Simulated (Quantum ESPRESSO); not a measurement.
**Pb under changes of volume**

One of the cells (40.672 Å³/atom); the others are scaled copies at fixed shape and fractional positions:

```
Pb
1.0
     0.00000    3.43900    3.43900
     3.43900    0.00000    3.43900
     3.43900    3.43900    0.00000
Pb
2
Direct
  0.25000 0.25000 0.25000
  0.00000 0.00000 0.00000
```

This isn't the form of Pb at room conditions, which is fcc.

```yaml
Program: Quantum ESPRESSO 7.5
Functional: PBEsol
Potentials_or_basis: GBRV 1.5 PBEsol
Cutoff: 612 eV
Density_cutoff: 4898 eV
k_mesh: 7 × 7 × 7
Occupations: fermi-dirac, width 0.05 eV
Spin: no spin polarisation
```

```csv
volume (Å³/atom),energy over the lowest point (meV/atom),pressure (GPa)
38.232,22.08,2.6
39.045,10.81,1.7
39.859,3.68,1.0
40.672,0.19,0.3
41.486,0.00,-0.3
42.299,?,?
43.112,8.06,-1.3
```

Problem. What does the run at 42.299 Å³/atom give?

Solution. Energy over the lowest point 2.71 meV/atom; pressure -0.9 GPa.

Worked out: A Birch-Murnaghan fit of order 3 (a polynomial in V^(-2/3)) to the other rows has its minimum at 41.13 Å³/atom with B0 = V·E''(V) = 31 GPa and B' = 4.8. It gives 2.73 meV/atom at 42.299 Å³/atom, against the run's 2.71, and -dE/dV = -0.8 GPa, against -0.9.

Energies are extrapolated to zero smearing.
